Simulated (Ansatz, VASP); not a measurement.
## One calculation of Si, two programs

```
Si
1.0
     4.12095    0.00000    0.00000
    -2.06047    3.56885    0.00000
     0.00000    0.00000    2.65479
Si
2
Direct
  0.33333 0.66667 0.50000
  0.66667 0.33333 0.50000
```

The cell was built by a generator and needn't be a form met in nature.

Alike in both runs: functional r2SCAN0; k mesh 4 × 4 × 5; occupations fermi-dirac, width 0.05 eV; no spin polarisation.

|  | VASP | Ansatz |
| --- | --- | --- |
| version | VASP 6.6.1 | Ansatz 0.2.0 |
| potentials or method | VASP PAW PBE potentials, release 64 (Si) | Ansatz PAW |
| plane-wave cutoff (eV) | 520 | 500 |
| valence electrons in the cell | 8 | 8 |
| task | band structure | single point |

|  | VASP | Ansatz | Ansatz less VASP |
| --- | --- | --- | --- |
| gap on the k mesh at the Fermi level (eV) | none | none | - |
| pressure (GPa) | -3.9 | -3.1 | +0.78 |
| largest component of the traceless stress (GPa) | 8.35 | 8.08 | -0.278 |

A gap of «none» marks a metal or a gap that the smearing closes.

Caveats: the k mesh is coarse (spacing up to 0.47 Å⁻¹), so the values aren't converged, least of all with exact exchange; the PAW data sets were made with another functional, which shifts forces and pressure a little (VASP); the PAW data sets come from PBE, with cores solved anew for the run's functional, which leaves a small shift of forces and pressure (Ansatz); the thresholds are loose for stress (Ansatz).
